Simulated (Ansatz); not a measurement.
# Sn: stationary points along a deformation path

Method: DFT PBEsol+D3(BJ), scalar-relativistic, plane waves, PAW (Ansatz). The runs took a 420 eV cutoff, a Γ-centred 20×20×20 mesh and Gaussian smearing (0.15 eV). No spin polarisation. Energies are free energies at this smearing, counted from the undisturbed cell; pressure is positive in compression.

The starting cell (as given, not relaxed at this level; it stands at -4.6 GPa; this bcc form isn't the usual structure):

```
Sn
1.0
    -1.89465    1.89465    1.89465
     1.89465   -1.89465    1.89465
     1.89465    1.89465   -1.89465
Sn
1
Cartesian
  0.0000 0.0000 0.0000
```

At fixed volume and fractional coordinates, lengths along (0.000, 0.000, 1.000) are scaled against those across it; ρ is that ratio over its starting value. V = 27.205 Å³/atom. Δσ is the stress along the axis less the mean stress across it (compression positive).

| ρ | ΔE (meV/atom) | Δσ (GPa) | space group |
| --- | --- | --- | --- |
| 0.650 | 159.9 | 15.12 | I4/mmm |
| 0.707 | 53.3 | 8.03 | I4/mmm |
| 0.780 | -0.4 | 2.76 | I4/mmm |
| 0.850 | -11.5 | 0.30 | I4/mmm |
| 0.920 | -7.6 | -1.05 | I4/mmm |
| 0.960 | -2.5 | -1.04 | I4/mmm |
| 1.000 | 0.0 | 0.00 | Im-3m |
| 1.050 | -1.9 | 0.73 | I4/mmm |
| 1.100 | -5.8 | 0.60 | I4/mmm |
| 1.200 | -8.0 | 0.09 | I4/mmm |
| 1.300 | -9.7 | -0.20 | I4/mmm |
| 1.414 | -7.4 | 0.00 | Fm-3m |
| 1.500 | -8.4 | -0.11 | I4/mmm |

Question: How does the stress give the slope of the energy, and where is the energy stationary?

Answer: Along the path d ln(length) is 2/3 d ln ρ on the axis and −1/3 d ln ρ across it, so dE/d ln ρ = −(2/3) V Δσ: the energy falls with ρ where Δσ is positive. Δσ vanishes or changes sign between ρ = 0.850 and 0.920, a minimum (near 0.87 by linear interpolation); at ρ = 1.000 (Im-3m), a maximum at 0.0 meV/atom; between ρ = 1.200 and 1.300, a minimum (near 1.23 by linear interpolation); at ρ = 1.414 (Fm-3m), a stationary point at -7.4 meV/atom. Pairs of stationary points between two samples would go unseen, and could change a minimum read from distant neighbours into a maximum. At ρ = 1.000, 1.414 the cell is cubic, where symmetry alone makes the stress isotropic and the slope zero.

Question: Which shear constant sets the curvature at ρ = 1?

Answer: For a cubic crystal E/V = (2/3) C (ln ρ)² with C = C′ = (C11 − C12)/2, so Δσ = −2C ln ρ. The parabola of Δσ against ln ρ through ρ = 0.960, 1 and 1.050 gives C ≈ -10.4 GPa with the ions clamped, rough because the steps are large. It is the stress–strain coefficient at this cell's pressure of -4.6 GPa, not the zero-pressure constant. It is negative, so the cubic cell is unstable to this shear.

Question: Integrate that slope from ρ = 1 to 1.200 by the trapezoid rule.

Answer: With V/N in Å³ and 1 eV/Å³ = 160.2 GPa the slopes at ρ = 1.000, 1.050, 1.100, 1.200 are 0, -83, -68, -11 meV/atom per unit of ln ρ. The steps add (-2.0) + (-3.5) + (-3.4) = -9.0 meV/atom, against -8.0 from the energies; the trapezoid rule misses the curvature of the slope within each step.

Question: Is the start the lowest point of the path?

Answer: No: ρ = 0.850 lies 11.5 meV/atom lower, with no sampled rise above the start on the way. Volume and inner coordinates are held, so a relaxed structure there would lie lower still.

In a metal these slopes depend on the k mesh and the smearing.

Cost: 13 runs of about 4.5 core-minutes in all, on Intel Xeon Processor @ 2.50GHz (Skylake/Cascade Lake) (shared hosts).